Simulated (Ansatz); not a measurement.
**Ionic part of the dielectric constant of MgO at 22 GPa, mode by mode**

These are results of DFT PBEsol, scalar-relativistic, plane waves, PAW in Ansatz 0.2.0, not measurements. Settings: 420 eV plane-wave cutoff, Γ-centred 10×10×10 mesh, fixed occupations. No spin polarisation. Phonons by linear response, acoustic sum rule imposed.

The structure is cubic, space group Fm-3m (No. 225). The conventional cell has a = 4.061 Å, b = 4.061 Å, c = 4.061 Å, α = 90.00°, β = 90.00°, γ = 90.00°. Mg (site symmetry m-3m) is surrounded by 6 O at 2.03 Å. O (site symmetry m-3m) is surrounded by 6 Mg at 2.03 Å.

The primitive cell has V = 16.74 Å³ and ε∞,zz = 3.131. Each polar mode adds Δε = (4.92064×10⁷/V)·S/ν² along z, with S its oscillator strength in e²/amu, ν in cm⁻¹ and V in Å³.

Task: From these modes, find each Δε and ε0,zz.
| ν (cm⁻¹) | S_zz (e²/amu) |
| --- | --- |
| 493.2 | 0.3877 |

Result:
```csv
ν (cm⁻¹),Δε
493.2,4.68
```

The sum is 4.684, so ε0,zz = 7.82; the run's tensor has 7.82.

Task: Where do the longitudinal modes lie for a wave vector along z?

Result: At 779 cm⁻¹. The Lyddane–Sachs–Teller product Π(ν_LO/ν_TO)² = 2.50 matches ε0/ε∞ = 2.50.

Cost: 1 run of about 0.11 core-minutes, on Intel Xeon Platinum 8488C (Sapphire Rapids) (shared hosts).

The lattice supplies more of the static response than the electrons do: the single polar mode adds 4.68, against an ε∞ of 3.131. Rock salt has only one infrared-active optical branch, in which the Mg and O sublattices move against each other, and cubic symmetry makes the zz result valid for every direction. With the reduced mass of the pair, the oscillator strength implies Born charges close to the formal ionic ones, as expected for a strongly ionic oxide with little dynamic charge transfer. These charges also set up the macroscopic field that lifts the longitudinal mode to 779 cm⁻¹, well above the transverse mode at 493.2 cm⁻¹. Because the ionic term scales with the inverse square of the transverse frequency, the stiffer short-range repulsion in the compressed lattice should hold it below its ambient-pressure value. ε∞ is probably somewhat too high, since semilocal functionals underestimate the gap and so overestimate electronic screening. The Lyddane–Sachs–Teller agreement confirms internal consistency, not the accuracy of either dielectric constant.
